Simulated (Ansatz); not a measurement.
# Ruthenium, omega (AlB2-type) under RPBE: from relaxation to bulk modulus

What does RPBE give for ruthenium in the omega (AlB2-type) structure? We relax it, solve it on a dense k-mesh, then scale the cell to 7 volumes from 88 to 112 % of the relaxed one and try a fit of the equation of state. Spin polarisation is left out. The k-meshes are 9×9×12 for the relaxation; 11×11×15 for the dense run; 10×10×13 for the volumes.

Program: Ansatz 0.2.0. Level of theory: DFT RPBE, plane waves (420 eV) with PAW, scalar-relativistic; the PAW data stem from PBE, with regenerated cores. These are calculated values, not measurements.

## (1) The system as given

Symmetry: P6/mmm, No. 191, hexagonal system. The conventional cell has a = 4.247 Å, b = 4.247 Å, c = 2.603 Å, α = 90.00°, β = 90.00°, γ = 120.00°. Ru (site symmetry 6/mmm) has 14 Ru at 2.60 to 2.78 Å as nearest neighbours. Around Ru (site symmetry -6m2) lie 11 Ru at 2.45 to 2.78 Å.

Structure file:

```cif
data_structure
_symmetry_space_group_name_H-M 'P6/mmm'
_symmetry_Int_Tables_number 191
_cell_length_a 4.2469
_cell_length_b 4.2469
_cell_length_c 2.6034
_cell_angle_alpha 90.000
_cell_angle_beta 90.000
_cell_angle_gamma 120.000
_cell_volume 40.66
loop_
_atom_site_label
_atom_site_type_symbol
_atom_site_symmetry_multiplicity
_atom_site_Wyckoff_symbol
_atom_site_fract_x
_atom_site_fract_y
_atom_site_fract_z
_atom_site_occupancy
Ru1 Ru 1 a 0.00000 0.00000 0.00000 1
Ru2 Ru 2 d 0.33333 0.66667 0.50000 1
```

## (2) Relaxation of the cell

Input file input.yaml:

```yaml
crystal:
  lattice:
    - [4.2469224303, 0.0, 0.0]
    - [-2.1234612151, 3.6779427125, 0.0]
    - [0.0, 0.0, 2.6033634498]
  atoms:
    - { symbol: Ru, position: [0.0, 0.0, 0.0] }
    - { symbol: Ru, position: [0.3333333333, 0.6666666667, 0.5] }
    - { symbol: Ru, position: [0.6666666667, 0.3333333333, 0.5] }
hamiltonian:
  xc: rpbe
  pseudopotentials:
    kind: paw
    azcp:
      Ru: "pseudopotentials/Ru.paw.azcp"
basis:
  ecutwfc: 420
  fft_grid_basis: typed
kpoints:
  mp_grid: { grid: [9, 9, 12], shift: [0, 0, 0] }
magnetization:
  spin_polarized: false
scf:
  occupations: { method: fermi_dirac, width: 0.1 }
relax:
  max_steps: 60
  f_tol: 0.01
  cell: {}
```

Output (excerpt; [...] marks lines left out):

```text
Warning: RAYON_NUM_THREADS=2 ignored (pool sized by the plan → 2); use --threads N
[...]
Pseudopotentials: kind: paw
Pseudopotential: Ru, paw, valence charge 16, recommended cutoff 420 eV (normal), <dir>
Functional definition: RPBE
[...]
Crystal: 3 atoms, lattice volume = 40.664 Å³
Basis set: ecut = 420 eV, 783 PW (Γ), exchange–correlation on 60×60×36 points (8 copies of the dense FFT grid, shifted against one another)
Bands: 29, of which v1, the nominal top of the filled ones, is band 24 counted from 1 (23 counted from 0)
Symmetry: 24 space group operations
Space group: P6/mmm (ITA 191), of the structure as read, at distance tolerance 3.4e-5 Å
k-points: 84 of 972
[...]
SCF iter   1: F=—  HF=-17657.109380 eV  |F-HF|=—  |Δ(HF+E_count)|=         —  Δρ=8.85e-3  dr2=1.22e-2  ethr=1.77e-3  ⟨swp⟩=4.9  Hψ=8701  notcnv=0
[...]
relax step   1: F+E_penalty+E_count = -17657.11246129 eV  Δ(F+E_penalty+E_count) = +0.000e0 eV  max|allowed force component| = 5.551e-17 eV/Å  Δτ_max = 0.0000 Å  P = +17.205 GPa  Ω = 40.664 Å³  (6 SCF iters, dr2 threshold 1.00e-7 eV, accepted)
[...]
relax step   5: F+E_penalty+E_count = -17657.25015585 eV  Δ(F+E_penalty+E_count) = -3.025e-7 eV  max|allowed force component| = 4.163e-17 eV/Å  Δτ_max = 0.0000 Å  P = +0.000 GPa  Ω = 43.000 Å³  energy of the carried Pulay correction = -1.492e-3 eV  (6 SCF iters, dr2 threshold 6.54e-8 eV, accepted)
[...]
relax step   6: F+E_penalty+E_count = -17657.25132867 eV  Δ(F+E_penalty+E_count) = -1.173e-3 eV  max|allowed force component| = 5.860e-17 eV/Å  Δτ_max = 0.0000 Å  P = -0.031 GPa  Ω = 43.000 Å³  stress off target by 3.59e-2 GPa  SCF on the basis re-selected at this cell (its energy is not [...]
SCF converged after 6 iterations
Free energy (F): -17657.251329 eV
[...]
E sigma→0 (E₀):  -17657.191601 eV
Entropy (-TS):   -0.119456 eV (-39.819 meV/atom)
Fermi energy:    22.263254 eV
[...]
--- Forces (eV/Å), atoms counted from 1 ---
  atom   1  Ru    -0.00000000     0.00000000     0.00000000
  atom   2  Ru     0.00000000     0.00000000     0.00000000
  atom   3  Ru    -0.00000000    -0.00000000     0.00000000
[...]
--- Stress (GPa, compression-positive) ---
       -0.035940       0.000000       0.000000
       -0.000000      -0.035940       0.000000
        0.000000       0.000000      -0.020340
  P = ⅓ Tr σ = -0.0307 GPa (-0.307 kbar)
--- Band table (eV; the first three rows and the last of 84) ---
[...]
--- Relaxed structure (5 steps of the walk, 5 accepted, 1 SCFs on fresh bases) ---
  F+E_penalty+E_count = -17657.25132867 eV   max|allowed force component| = 5.860e-17 eV/Å   (the final SCF, on the basis selected at the relaxed cell)
  cell:  # Å, volume = 43.0004 Å³
    - [4.290109938727775, -2.9161016715368164e-11, 0.0]
    - [-2.1450549693386334, 3.715344191980935, 0.0]
    - [0.0, 0.0, 2.697769597288544]
  atoms:
    - { symbol: Ru, position: [-3.712912108611058e-35, 2.167301306902966e-34, 0.0] }
    - { symbol: Ru, position: [0.33333333333333337, 0.6666666666666667, 0.5] }
    - { symbol: Ru, position: [0.6666666666666667, 0.33333333333333337, 0.5] }
```

Run time: 16 s. Hardware: 2 threads of an Arm CPU, shared host; peak memory 0.38 GiB.

Relaxation path:

```
step  energy change (meV/atom)  largest force (eV/Å)  pressure (GPa)  volume (Å³/atom)
   1                      0.00                0.0000           17.20            13.555
   2                    -32.32                0.0000           -8.48            14.820
   3                    -45.63                0.0000           -1.17            14.394
   4                    -45.90                0.0000            0.07            14.329
   5                    -45.90                0.0000            0.00            14.333
   6                    -46.29                0.0000           -0.03            14.333
```

Steps that repeat a cell are solved on a basis chosen anew, so their changes of energy are no gain of the relaxation.

Changes in the cell that was computed:

|  | before | after | change |
| --- | --- | --- | --- |
| a (Å) | 4.247 | 4.290 | +1.0 % |
| b (Å) | 4.247 | 4.290 | +1.0 % |
| c (Å) | 2.603 | 2.698 | +3.6 % |
| volume (Å³/atom) | 13.555 | 14.333 | +5.7 % |
| shortest distance (Å) | 2.452 | 2.477 | +1.0 % |
| space group (spins left aside) | P6/mmm | P6/mmm | same |

## (3) The energy on a finer k-mesh

Input file input.yaml:

```yaml
crystal:
  lattice:
    - [4.2901099387, 0.0, 0.0]
    - [-2.1450549693, 3.715344192, 0.0]
    - [0.0, 0.0, 2.6977695973]
  atoms:
    - { symbol: Ru, position: [1.0, 0.0, 0.0] }
    - { symbol: Ru, position: [0.3333333333, 0.6666666667, 0.5] }
    - { symbol: Ru, position: [0.6666666667, 0.3333333333, 0.5] }
hamiltonian:
  xc: rpbe
  pseudopotentials:
    kind: paw
    azcp:
      Ru: "pseudopotentials/Ru.paw.azcp"
basis:
  ecutwfc: 420
  fft_grid_basis: typed
kpoints:
  mp_grid: { grid: [11, 11, 15], shift: [0, 0, 0] }
magnetization:
  spin_polarized: false
scf:
  occupations: { method: fermi_dirac, width: 0.1 }
output:
  write_density: true
  write_potential: true
  elf: true
  volumetric_format: npy
```

Output (excerpt; [...] marks lines left out):

```text
Warning: RAYON_NUM_THREADS=2 ignored (pool sized by the plan → 2); use --threads N
[...]
[... 3 set-up lines as earlier in the session ...]
[...]
Crystal: 3 atoms, lattice volume = 43.000 Å³
Basis set: ecut = 420 eV, 843 PW (Γ)
Bands: 29, of which v1, the nominal top of the filled ones, is band 24 counted from 1 (23 counted from 0)
[... 1 set-up line as earlier in the session ...]
Space group: P6/mmm (ITA 191), of the structure as read, at distance tolerance 3.5e-5 Å
k-points: 128 of 1815
[...]
SCF iter   1: F=—  HF=-17657.244434 eV  |F-HF|=—  |Δ(HF+E_count)|=         —  Δρ=9.23e-3  dr2=1.79e-2  ethr=1.77e-3  ⟨swp⟩=4.8  Hψ=12776  notcnv=0
[...]
SCF iter   6: F=-17657.248648 eV  HF=-17657.248648 eV  |F-HF|=3.64e-11  |Δ(HF+E_count)|=   9.85e-8  Δρ=4.53e-6  dr2=2.44e-9  ethr=2.08e-10  ⟨swp⟩=3.5  Hψ=9613  notcnv=0
[...]
SCF converged after 6 iterations
Free energy (F): -17657.248648 eV
[...]
E sigma→0 (E₀):  -17657.187013 eV
Entropy (-TS):   -0.123270 eV (-41.090 meV/atom)
Fermi energy:    22.260274 eV
[...]
--- Band table (eV; the first three rows and the last of 128) ---
[...]
```

Wall time 4.7 s (2 threads of an Arm CPU, shared host); peak memory 0.38 GiB.

Density in a lattice plane of the grid's cell (edges 4.29 and 4.29 Å, at 0.500 of the third edge), which holds Ru.

Ten even steps from ' ' (0.26 e/Å³) to '@' (9.95 e/Å³):
```
                                                
                    ......                      
              ....::----::..                    
            ..--++****++--..                    
          ::==**%%%%%%**==..                    
        ..==##@@@@@@%%**--..                    
      ..--**%%@@@@@@##==::                      
      ..==**%%@@@@##++::..                      
      ::--++####**==::..          ........      
      ..::--==--::..          ..::--==--::..    
        ........          ..::==**####++--::    
                        ..::++##@@@@%%**==..    
                        ::==##@@@@@@%%**--..    
                      ..--**%%@@@@@@##==..      
                      ..==**%%%%%%**==::        
                      ..--++****++--..          
                      ..::----::....            
                        ......                  
                                                
                                                
```
Columns run along the first of these edges and rows up along the second, over one cell in 24 and 20 even steps from the bottom left corner. Atoms in the plane (fractional): Ru at (0.33, 0.67), Ru at (0.67, 0.33).

ELF in the same plane.

Ten even steps from '0' (0.19) to '9' (0.67):
```
222222111122221111222222
222211001344421001122222
222100135788741001122222
221002589999962001222222
210026897689962001222122
210258852379941011110111
211489721489731111000001
223689756897422110111001
323689999974232234554322
323579997532323579997532
322345543223247999998632
210011101122479865798632
210000011113798412798411
211101111014997325885201
222122210026998679862001
222222210026999998520012
222222110014788753100122
222222110012444310011222
222222211112222111122222
222222222223332222222222
```
Columns run along the first of these edges and rows up along the second, over one cell in 24 and 20 even steps from the bottom left corner. Atoms in the plane (fractional): Ru at (0.33, 0.67), Ru at (0.67, 0.33).

Both are smooth fields of the valence electrons: close to the nuclei they are not physical.

## (4) The cell scaled to 88 % of its volume

Edit input.yaml of step 3 so:

```diff
@@ -2,5 +2,5 @@
   lattice:
-    - [4.2901099387, 0.0, 0.0]
-    - [-2.1450549693, 3.715344192, 0.0]
-    - [0.0, 0.0, 2.6977695973]
+    - [4.1111435899, 0.0, 0.0]
+    - [-2.0555717949, 3.5603547875, 0.0]
+    - [0.0, 0.0, 2.5852293636]
   atoms:
@@ -19,3 +19,3 @@
 kpoints:
-  mp_grid: { grid: [11, 11, 15], shift: [0, 0, 0] }
+  mp_grid: { grid: [10, 10, 13], shift: [0, 0, 0] }
 magnetization:
@@ -24,3 +24,5 @@
   occupations: { method: fermi_dirac, width: 0.1 }
+  lower_state_search: "off"
 output:
+  stress: true
   write_density: true
```

Output (excerpt; [...] marks lines left out):

```text
Warning: RAYON_NUM_THREADS=2 ignored (pool sized by the plan → 2); use --threads N
[...]
[... 3 set-up lines as earlier in the session ...]
[...]
Crystal: 3 atoms, lattice volume = 37.840 Å³
Basis set: ecut = 420 eV, 717 PW (Γ)
Bands: 29, of which v1, the nominal top of the filled ones, is band 24 counted from 1 (23 counted from 0)
[... 2 set-up lines as earlier in the session ...]
k-points: 98 of 1300
[...]
SCF iter   1: F=—  HF=-17656.563185 eV  |F-HF|=—  |Δ(HF+E_count)|=         —  Δρ=1.01e-2  dr2=2.07e-2  ethr=1.77e-3  ⟨swp⟩=5.1  Hψ=10589  notcnv=0
[...]
SCF iter   6: F=-17656.562846 eV  HF=-17656.562846 eV  |F-HF|=1.50e-9  |Δ(HF+E_count)|=   1.07e-7  Δρ=7.73e-6  dr2=8.74e-9  ethr=2.08e-10  ⟨swp⟩=8.9  Hψ=19915  notcnv=0
[...]
SCF converged after 6 iterations
Free energy (F): -17656.562846 eV
[...]
E sigma→0 (E₀):  -17656.513430 eV
Entropy (-TS):   -0.098831 eV (-32.944 meV/atom)
Fermi energy:    26.015074 eV
[...]
--- Stress (GPa, compression-positive) ---
       49.852121       0.000000       0.000000
        0.000000      49.852121       0.000000
        0.000000       0.000000      44.561421
  P = ⅓ Tr σ = 48.0886 GPa (480.886 kbar)
--- Band table (eV; the first three rows and the last of 98) ---
[...]
```

Wall time 3.8 s (2 threads of an Arm CPU, shared host); peak memory 0.36 GiB.

(Part 1 of 2 ends here.)
